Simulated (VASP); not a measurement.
# Zr (P6/mmm) in VASP: further runs

The runs below take Zr through relaxation of cell and atoms, with PBEsol.

Program: VASP 6.6.1. These are calculated values, not measurements. Logs are shortened: lines on timing, memory, paths and dates and some standing lists are left out, and cuts for length are marked.

### Step 1. The structure

Symmetry: P6/mmm, No. 191, hexagonal system. The conventional cell has a = 5.033 Å, b = 5.033 Å, c = 3.132 Å, α = 90.00°, β = 90.00°, γ = 120.00°. Around Zr (site symmetry -6m2) lie 11 Zr at 2.91 to 3.30 Å. Zr (site symmetry 6/mmm) is surrounded by 14 Zr at 3.13 to 3.30 Å.

The cell was built by a generator and needn't be a form met in nature.

### Step 2. Relaxation of cell and atoms, PBEsol, target pressure 17 GPa, at which the enthalpy is minimised

INCAR reads:

```
SYSTEM = Zr
  PREC = Accurate
  ENCUT = 600
  EDIFF = 1E-6
  ISMEAR = 1
  SIGMA = 0.1
  LREAL = .False.
  LASPH = .True.
  NELM = 80
  ALGO = Normal
  ISIF = 3
  LWAVE = .False.
  LCHARG = .False.
  GGA = PS
  IBRION = 2
  NSW = 90
  EDIFFG = -0.01
  PSTRESS = 170.0
```

KPOINTS reads:

```
regular mesh
0
Gamma
  9 9 12
  0 0 0
```

POSCAR reads:

```
Zr
1.0
    5.0328000000      0.0000000000      0.0000000000
   -2.5164000000      4.3585326500      0.0000000000
    0.0000000000      0.0000000000      3.1324000000
Zr
3
Direct
    0.6666666700      0.3333333300      0.5000000000
    0.3333333300      0.6666666700      0.5000000000
    0.0000000000      0.0000000000      0.0000000000
```

Potentials or basis: VASP PAW PBE potentials, release 64 (Zr_sv).

Command:

```console
$ cat potpaw_PBE.64/Zr_sv/POTCAR > POTCAR
$ mpirun -np 1 vasp_std > vasp.out
```

OUTCAR:

```text
SYSTEM = Zr
   PREC = Accurate
   ENCUT = 600
   EDIFF = 1E-6
   ISMEAR = 1
   LREAL = .False.
   LASPH = .True.
   NELM = 80
   ISIF = 3
   GGA = PS
   IBRION = 2
   NSW = 90
   EDIFFG = -0.01
   PSTRESS = 170.0

 ion  position               nearest neighbor table
   1  0.667  0.333  0.500-   2 2.91   2 2.91   2 2.91   3 3.30   3 3.30   3 3.30   3 3.30   3 3.30
                             3 3.30
   2  0.333  0.667  0.500-   1 2.91   1 2.91   1 2.91   3 3.30   3 3.30   3 3.30   3 3.30   3 3.30
                             3 3.30
   3  0.000  0.000  0.000-   1 3.30   2 3.30   1 3.30   2 3.30   2 3.30   2 3.30   1 3.30   1 3.30
                             1 3.30   1 3.30   2 3.30   2 3.30

  LATTYP: Found a hexagonal cell.
 ALAT       =     5.0328000000
 C/A-ratio  =     0.6223970752

  Lattice vectors:

 A1 = (   5.0328000000,   0.0000000000,   0.0000000000)
 A2 = (  -2.5164000000,   4.3585326500,   0.0000000000)
 A3 = (   0.0000000000,   0.0000000000,   3.1324000000)

Analysis of symmetry for initial positions (statically):
=====================================================================
 Subroutine PRICEL returns:
 Original cell was already a primitive cell.

 Routine SETGRP: Setting up the symmetry group for a
 hexagonal supercell.

 Subroutine GETGRP returns: Found 24 space group operations
 (whereof 24 operations were pure point group operations)
 out of a pool of 24 trial point group operations.

The static configuration has the point symmetry D_6h.

Analysis of symmetry for dynamics (positions and initial velocities):
=====================================================================
 Subroutine PRICEL returns:
 Original cell was already a primitive cell.

 Routine SETGRP: Setting up the symmetry group for a
 hexagonal supercell.

 Subroutine GETGRP returns: Found 24 space group operations
 (whereof 24 operations were pure point group operations)
 out of a pool of 24 trial point group operations.

The dynamic configuration has the point symmetry D_6h.

 Subroutine INISYM returns: Found 24 space group operations
 (whereof 24 operations are pure point group operations),
 and found     1 'primitive' translations

----------------------------------------------------------------------------------------

                                     Primitive cell

  volume of cell :      68.7111

  direct lattice vectors                    reciprocal lattice vectors
     5.032800000  0.000000000  0.000000000     0.198696551  0.114717507  0.000000000
    -2.516400000  4.358532650  0.000000000     0.000000000  0.229435014  0.000000000
     0.000000000  0.000000000  3.132400000     0.000000000  0.000000000  0.319244030

  length of vectors
     5.032800000  5.032799998  3.132400000     0.229435014  0.229435014  0.319244030

  position of ions in fractional coordinates (direct lattice)
     0.666666670  0.333333330  0.500000000
     0.333333330  0.666666670  0.500000000
     0.000000000  0.000000000  0.000000000

  ion indices of the primitive-cell ions
   primitive index   ion index
                 1           1
                 2           2
                 3           3

----------------------------------------------------------------------------------------

 KPOINTS: regular mesh

Automatic generation of k-mesh.
 Grid dimensions read from file:
 generate k-points for:    9    9   12

 Generating k-lattice:

  Cartesian coordinates                     Fractional coordinates (reciprocal lattice)
     0.022077395  0.012746390  0.000000000     0.111111111 -0.000000000  0.000000000
     0.000000000  0.025492779  0.000000000     0.000000000  0.111111111  0.000000000
     0.000000000  0.000000000  0.026603669     0.000000000  0.000000000  0.083333333

  Length of vectors
     0.025492779  0.025492779  0.026603669

  Shift w.r.t. Gamma in fractional coordinates (k-lattice)
     0.000000000  0.000000000  0.000000000

 Subroutine IBZKPT returns following result:
 ===========================================

 Found     84 irreducible k-points:

 Following reciprocal coordinates:
            Coordinates               Weight
  0.000000  0.000000  0.000000      1.000000
  0.111111  0.000000  0.000000      6.000000
  0.222222  0.000000  0.000000      6.000000
  0.333333 -0.000000  0.000000      6.000000
  0.444444  0.000000  0.000000      6.000000
  0.111111  0.111111  0.000000      6.000000
[... 16 lines left out ...]
  0.333333  0.222222  0.083333     24.000000
  0.333333  0.333333  0.083333      4.000000
 [... further k-points ...]
   k-points           NKPTS =     84   k-points in BZ     NKDIM =     84   number of bands    NBANDS=     22
   number of dos      NEDOS =    301   number of ions     NIONS =      3
   total plane-waves  NPLWV =  44800
   dimension x,y,z NGX =    40 NGY =   40 NGZ =   28
   dimension x,y,z NGXF=    80 NGYF=   80 NGZF=   56
   ions per type =               3
   NGX,Y,Z   is equivalent  to a cutoff of  13.21, 13.21, 14.86 a.u.
   NGXF,Y,Z  is equivalent  to a cutoff of  26.43, 26.43, 29.72 a.u.
 SYSTEM =  Zr
   PREC   = accura    normal or accurate (medium, high low for compatibility)
   ISTART =      0    job   : 0-new  1-cont  2-samecut
   ICHARG =      2    charge: 1-file 2-atom 10-const
   ISPIN  =      1    spin polarized calculation?
   LNONCOLLINEAR =      F non collinear calculations
   LSORBIT =      F    spin-orbit coupling
   LASPH  =      T    aspherical Exc in radial PAW
   ENCUT  =  600.0 eV  44.10 Ry    6.64 a.u.  10.05 10.05  6.26*2*pi/ulx,y,z
   NELM   =     80;   NELMIN=  2; NELMDL= -5     # of ELM steps
   EDIFF  = 0.1E-05   stopping-criterion for ELM
   LREAL  =      F    real-space projection
   EDIFFG = -.1E-01   stopping-criterion for IOM
   NSW    =     90    number of steps for IOM
   IBRION =      2    ionic relax: 0-MD 1-quasi-New 2-CG
   NFREE  =      1    steps in history (QN), initial steepest desc. (CG)
   ISIF   =      3    stress and relaxation
   ISYM   =      2    0-nonsym 1-usesym 2-fastsym
   POTIM  = 0.5000    time-step for ionic-motion
   TEBEG  =    0.0;   TEEND  =   0.0 temperature during run
   PSTRESS=  170.0 pullay stress
   NELECT =      36.0000    total number of electrons
   NUPDOWN=      -1.0000    fix difference up-down
   EMIN   =  10.00;   EMAX   =-10.00  energy-range for DOS
[... 5 lines left out ...]
     AMIX     =   0.40;   BMIX     =  1.00
     AMIX_MAG =   1.60;   BMIX_MAG =  1.00
  volume/ion in A,a.u.               =      22.90       154.56
  Fermi-wavevector in a.u.,A,eV,Ry     =   1.319775  2.494013 23.698714  1.741806
  Thomas-Fermi vector in A             =   2.449649
   LORBIT       =      0    0 simple, 1 ext, 2 COOP (PROOUT), +10 PAW based schemes
   GGA     = PS    functional components
   LHFCALC =     F    Hartree Fock is set to
   AEXX    =    0.0000 exact exchange contribution
   IVDW    =     0    specifies the selected vdW correction
   LEPSILON=     F    determine dielectric tensor
   LRPA    =     F    only Hartree local field effects (RPA)
 conjugate gradient relaxation of ions
 non-spin polarized calculation
 Methfessel and Paxton  Order N= 1 SIGMA  =   0.10
  energy-cutoff  :      600.00
  volume of cell :       68.71
 maximum number of plane-waves:      2328
   NGX = 21   NGY = 21   NGZ = 13

--------------------------------------- Ionic step        1  -------------------------------------------

 number of electron      36.0000000 magnetization

 Free energy of the ion-electron system (eV)
  ---------------------------------------------------
  ext. energy  EPLUGINS =         0.00000000
  ---------------------------------------------------
  free energy    TOTEN  =       -27.25149792 eV

  energy without entropy =      -27.25258160  energy(sigma->0) =      -27.25185915

 E-fermi :   8.9160     XC(G=0): -11.2755

 val. band max:        8.9004799856   @ k =   0.3333   0.1111   0.0000
 cond. band min:       8.9421784820   @ k =   0.2222   0.2222   0.0833
 fundamental gap:      0.0416984964
 Fermi energy:         8.9159901312

 k-point     1 :       0.0000    0.0000    0.0000
  band No.  band energies     occupation
      1     -39.8480      2.00000
      2     -39.5588      2.00000
      3     -39.3604      2.00000
      4     -18.0128      2.00000
      5     -18.0128      2.00000
      6     -17.9905      2.00000
[... 574 lines left out ...]
      6     -18.0518      2.00000
[... 14 lines left out ...]
     21       9.4068     -0.00000
     22      10.5761     -0.00000

 [... further k-points ...]
[... 5 lines left out ...]
  --------------------------------------------------------------------------------------
  -------------------------------------------------------------------------------------
  Total       -1.4130980     -1.4130980     -0.9530137     -0.0000000      0.0000000      0.0000000
  in kB      -32.9500190    -32.9500190    -22.2219692     -0.0000000      0.0000000      0.0000000
  external PRESSURE =    -199.3740024 kB  Pullay stress =     170.0000000 kB
[... 297 lines left out ...]
  enthalpy is  TOTEN    =       -20.6784680933 eV   P V=        6.1942590064

--------------------------------------- Ionic step        9  -------------------------------------------

 number of electron      36.0000000 magnetization

 Free energy of the ion-electron system (eV)
  ---------------------------------------------------
  ext. energy  EPLUGINS =         0.00000000
  ---------------------------------------------------
  free energy    TOTEN  =       -26.87647298 eV

  energy without entropy =      -26.87654019  energy(sigma->0) =      -26.87649538

 E-fermi :  10.8163     XC(G=0): -12.0451

 val. band max:       10.7982885466   @ k =   0.4444   0.0000   0.0000
 cond. band min:      10.8198739532   @ k =   0.4444   0.0000   0.0833
 fundamental gap:      0.0215854066
 Fermi energy:        10.8163124125

 k-point     1 :       0.0000    0.0000    0.0000
  band No.  band energies     occupation
      1     -37.5918      2.00000
      2     -37.3010      2.00000
      3     -37.0076      2.00000
      4     -16.0700      2.00000
      5     -16.0700      2.00000
      6     -15.8739      2.00000
[... 574 lines left out ...]
      6     -15.9855      2.00000
[... 14 lines left out ...]
     21      11.6855     -0.00000
     22      12.6320     -0.00000

 [... further k-points ...]
[... 5 lines left out ...]
  --------------------------------------------------------------------------------------
  -------------------------------------------------------------------------------------
  Total        6.2193447      6.2193447      6.2029600      0.0000000      0.0000000     -0.0000000
  in kB      170.5858286    170.5858284    170.1364233      0.0000000      0.0000000     -0.0000000
  external PRESSURE =       0.4360268 kB  Pullay stress =     170.0000000 kB
[... 18 lines left out ...]
  FREE ENERGIE OF THE ION-ELECTRON SYSTEM (eV)
  ---------------------------------------------------
  free  energy   TOTEN  =       -26.8764729805 eV

  energy  without entropy=      -26.8765401934  energy(sigma->0) =      -26.87649538

  enthalpy is  TOTEN    =       -20.6784868204 eV   P V=        6.1979861601

 reached required accuracy - stopping structural energy minimisation
```

Wall time 7.2 min (1 thread of Intel Xeon 6975P-C (Granite Rapids), shared host); peak memory 0.29 GiB.

Results:

* Free energy: -26.8765 eV
* Relaxed volume: 19.47 Å³/atom
* Relaxed cell: a = 4.758 Å, b = 4.758 Å, c = 2.979 Å, α = 90.00°, β = 90.00°, γ = 120.00°
* Space group after relaxing (to 0.05 Å): P6/mmm (No. 191)
* Energy change on relaxing (the enthalpy is what falls): +125.0 meV/atom
* Ionic steps: 9
* Pressure after relaxing: 17.0 GPa
* Band gap on the k mesh: none (metal or under the smearing width)

The path:
| step | energy change (eV) | largest force (eV/Å) | pressure (GPa) | volume (Å³) |
| --- | --- | --- | --- | --- |
| 1 | 0.0000 | 0.0000 | -2.94 | 68.71 |
| 2 | 4.3886 | 0.0000 | 83.53 | 44.09 |
| 3 | 0.2864 | 0.0000 | 14.61 | 59.32 |
| 4 | 0.3614 | 0.0000 | 16.63 | 58.55 |
| 5 | 0.3816 | 0.0000 | 17.14 | 58.35 |
| 6 | 0.3680 | 0.0000 | 16.83 | 58.48 |
| 7 | 0.3709 | 0.0000 | 16.89 | 58.45 |
| 8 | 0.3788 | 0.0000 | 17.10 | 58.38 |
| 9 | 0.3750 | 0.0000 | 17.04 | 58.41 |

Final structure:
```
CELL_PARAMETERS angstrom
4.75836 0.00000 0.00000
-2.37918 4.12086 0.00000
0.00000 0.00000 2.97898
ATOMIC_POSITIONS crystal
Zr 0.66667 0.33333 0.50000
Zr 0.33333 0.66667 0.50000
Zr 0.00000 0.00000 0.00000
```

Caveat: the cell is relaxed towards a set pressure, so the enthalpy falls and the energy may rise; the PAW data sets were made with another functional, which shifts forces and pressure a little.

(Part 1 of 2 ends here.)
